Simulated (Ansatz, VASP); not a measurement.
# MoS2 in VASP and in Ansatz

```
Mo S
1.0
     0.00000    2.93240    2.93240
     2.93240    0.00000    2.93240
     2.93240    2.93240    0.00000
Mo S
1 2
Direct
  0.00000 0.00000 0.00000
  0.25000 0.25000 0.25000
  0.75000 0.75000 0.75000
```

The cell was built by a generator and needn't be a form met in nature.

Alike in both runs: task single point; functional HSE06; k mesh 4 × 4 × 4; occupations fermi-dirac, width 0.02 eV; no spin polarisation.

```csv
,VASP,Ansatz
version,VASP 6.6.1,Ansatz 0.2.0
potentials or method,"VASP PAW PBE potentials, release 64 (Mo_sv, S)","plane waves, PAW"
plane-wave cutoff (eV),520,420
valence electrons in the cell,26,26
```

VASP gave:

```
pressure (GPa) : -4.8
```

Q: Which values does Ansatz return?

A: Pressure (GPa): -4.6.

Ansatz warned: «filled_band_counts_differ_across_k_points».

Caveats: the k mesh is coarse (spacing up to 0.46 Å⁻¹), so the values aren't converged, least of all with exact exchange; the PAW data sets were made with another functional, which shifts forces and pressure a little (VASP).
